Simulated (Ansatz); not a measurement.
**H: energies, forces and stress near the listed structure**

How do energy, forces, pressure and gap of H change under moves of single atoms, random distortions, further strains and shifts, distortions that keep the symmetry? Each case is one self-consistent run.

Computed with Ansatz 0.2.0 (DFT PBE, scalar-relativistic, plane waves, PAW, unless a step's input says otherwise).

## Step 1: The system as given

The structure is orthorhombic, space group Cmcm (No. 63). The conventional cell has a = 3.297 Å, b = 5.463 Å, c = 6.314 Å, α = 90.00°, β = 90.00°, γ = 90.00°. H (site symmetry m) is surrounded by 1 H at 0.74 Å.

As a file:

```cif
data_structure
_symmetry_space_group_name_H-M 'P 1'
_symmetry_Int_Tables_number 1
_cell_length_a 3.1906
_cell_length_b 3.1906
_cell_length_c 6.3138
_cell_angle_alpha 90.000
_cell_angle_beta 90.000
_cell_angle_gamma 117.779
_cell_volume 56.87
loop_
_atom_site_label
_atom_site_type_symbol
_atom_site_fract_x
_atom_site_fract_y
_atom_site_fract_z
_atom_site_occupancy
H1 H 0.56781 0.43219 0.99951 1
H2 H 0.43219 0.56781 0.00049 1
H3 H 0.43219 0.56781 0.49951 1
H4 H 0.56781 0.43219 0.50049 1
```

The structure comes from the Materials Project (structure only).

## Step 2: A distortion that keeps the symmetry

Against the listed cell: strain xx, yy, zz, yz, xz, xy = +3.9, -5.5, -4.7, +0.0, +0.0, +0.0 %; atoms moved by 0.25 Å root mean square, at most 0.25 Å.

Contents of input.yaml:

```yaml
crystal:
  lattice:
    - [1.7125113815, -2.5811995254, 0.0]
    - [1.7125113815, 2.5811995254, 0.0]
    - [0.0, 0.0, 6.015190502]
  atoms:
    - { symbol: H, position: [0.5849259561, 0.4150740439, 1.036236199] }
    - { symbol: H, position: [0.4150740439, 0.5849259561, -0.036236199] }
    - { symbol: H, position: [0.4150740439, 0.5849259561, 0.536236199] }
    - { symbol: H, position: [0.5849259561, 0.4150740439, 0.463763801] }
basis:
  ecutwfc: 420
kpoints:
  mp_grid: { grid: [8, 8, 4] }
hamiltonian:
  xc: pbe
scf:
  occupations: { method: gaussian, width: 0.02 }
output:
  forces: true
  stress: true
  eigenvalues: true
```

Started as:

```bash
$ ansatz run input.yaml --threads 1 --pin off --max-ram 1331MiB --backend cpu --events-out ev --progress --plain --runs-dir out
```

## Step 3: A change within a subgroup

Contents of input.yaml:

```yaml
crystal:
  lattice:
    - [1.6446578101, -2.6590799568, -0.0144741097]
    - [1.6446578101, 2.6590799568, -0.0144741097]
    - [-0.0554348885, 0.0, 6.0730877602]
  atoms:
    - { symbol: H, position: [0.6050216908, 0.4355800543, 0.9982709039] }
    - { symbol: H, position: [0.4208183069, 0.538579948, 0.0017290961] }
    - { symbol: H, position: [0.4355800543, 0.6050216908, 0.4982709039] }
    - { symbol: H, position: [0.538579948, 0.4208183069, 0.5017290961] }
basis:
  ecutwfc: 420
kpoints:
  mp_grid: { grid: [8, 8, 4] }
hamiltonian:
  xc: pbe
scf:
  occupations: { method: gaussian, width: 0.02 }
output:
  forces: true
  stress: true
  eigenvalues: true
```

## Step 4: Random moves and strain, cell strained

Contents of input.yaml:

```yaml
crystal:
  lattice:
    - [1.6820688852, -2.8164714081, 0.0570137226]
    - [1.6273258531, 2.7834348296, -0.0539474533]
    - [0.0058718048, -0.1282326407, 6.1203147495]
  atoms:
    - { symbol: H, position: [0.5361513459, 0.4036496355, 1.0059184156] }
    - { symbol: H, position: [0.466528315, 0.6127907465, -0.0094123669] }
    - { symbol: H, position: [0.4218472451, 0.5433520929, 0.5046307536] }
    - { symbol: H, position: [0.575473094, 0.440207525, 0.4988647816] }
basis:
  ecutwfc: 420
kpoints:
  mp_grid: { grid: [8, 8, 4] }
hamiltonian:
  xc: pbe
scf:
  occupations: { method: gaussian, width: 0.02 }
output:
  forces: true
  stress: true
  eigenvalues: true
```

## Step 5: A distortion that keeps the symmetry

Contents of input.yaml:

```yaml
crystal:
  lattice:
    - [1.5894319928, -2.7229195108, 0.0]
    - [1.5894319928, 2.7229195108, 0.0]
    - [0.0, 0.0, 6.2601015867]
  atoms:
    - { symbol: H, position: [0.586039998, 0.413960002, 0.9981095471] }
    - { symbol: H, position: [0.413960002, 0.586039998, 0.0018904529] }
    - { symbol: H, position: [0.413960002, 0.586039998, 0.4981095471] }
    - { symbol: H, position: [0.586039998, 0.413960002, 0.5018904529] }
basis:
  ecutwfc: 420
kpoints:
  mp_grid: { grid: [8, 8, 4] }
hamiltonian:
  xc: pbe
scf:
  occupations: { method: gaussian, width: 0.02 }
output:
  forces: true
  stress: true
  eigenvalues: true
```

## Step 6: A single atom displaced

Contents of input.yaml:

```yaml
crystal:
  lattice:
    - [1.64853186, -2.73168823, 0.0]
    - [1.64853186, 2.73168823, 0.0]
    - [0.0, 0.0, 6.31376862]
  atoms:
    - { symbol: H, position: [0.5678085, 0.4321915, 0.99951495] }
    - { symbol: H, position: [0.4321915, 0.5678085, 0.014739611] }
    - { symbol: H, position: [0.4321915, 0.5678085, 0.49951495] }
    - { symbol: H, position: [0.5678085, 0.4321915, 0.50048505] }
basis:
  ecutwfc: 420
kpoints:
  mp_grid: { grid: [8, 8, 4] }
hamiltonian:
  xc: pbe
scf:
  occupations: { method: gaussian, width: 0.02 }
output:
  forces: true
  stress: true
  eigenvalues: true
  populations: true
```

## Step 7: A distortion that keeps the symmetry

Contents of input.yaml:

```yaml
crystal:
  lattice:
    - [1.7150501206, -2.8787076905, 0.0]
    - [1.7150501206, 2.8787076905, 0.0]
    - [0.0, 0.0, 6.5492090518]
  atoms:
    - { symbol: H, position: [0.5826478959, 0.4173521041, 0.9620588441] }
    - { symbol: H, position: [0.4173521041, 0.5826478959, 0.0379411559] }
    - { symbol: H, position: [0.4173521041, 0.5826478959, 0.4620588441] }
    - { symbol: H, position: [0.5826478959, 0.4173521041, 0.5379411559] }
basis:
  ecutwfc: 420
kpoints:
  mp_grid: { grid: [8, 8, 4] }
hamiltonian:
  xc: pbe
scf:
  occupations: { method: gaussian, width: 0.02 }
output:
  forces: true
  stress: true
  eigenvalues: true
```

Before running it: what results should come out? Wanted: for each run, case; energy; pressure; largest force.

The runs gave:

| step | case | energy (meV/atom) | pressure (GPa) | largest force (eV/Å) | gap on the mesh (eV) |
| --- | --- | --- | --- | --- | --- |
| 2 | a distortion that keeps the symmetry | +0.0 | -7.5 | 4.06 | 5.54 |
| 3 | a change within a subgroup | -285.6 | -0.9 | 0.83 | 7.78 |
| 4 | random moves and strain, cell strained | -271.9 | -0.6 | 1.93 | 7.75 |
| 5 | a distortion that keeps the symmetry | -81.1 | -6.5 | 3.71 | 5.73 |
| 6 | a single atom displaced | -292.6 | 0.5 | 0.32 | 8.29 |
| 7 | a distortion that keeps the symmetry | +198.4 | -7.8 | 4.49 | 5.10 |

Energies are counted from step 2, with the smearing taken to zero. 

Among the distorted cells of the listed formula and level the largest force, 4.49 eV/Å, comes in step 7, shared by 4 atoms. Among the distorted cells of the listed formula and level the gap runs from 5.10 eV to 8.29 eV.

These are semilocal Kohn-Sham gaps, which aren't the measured quantity. Such gaps usually fall short of the measured ones.
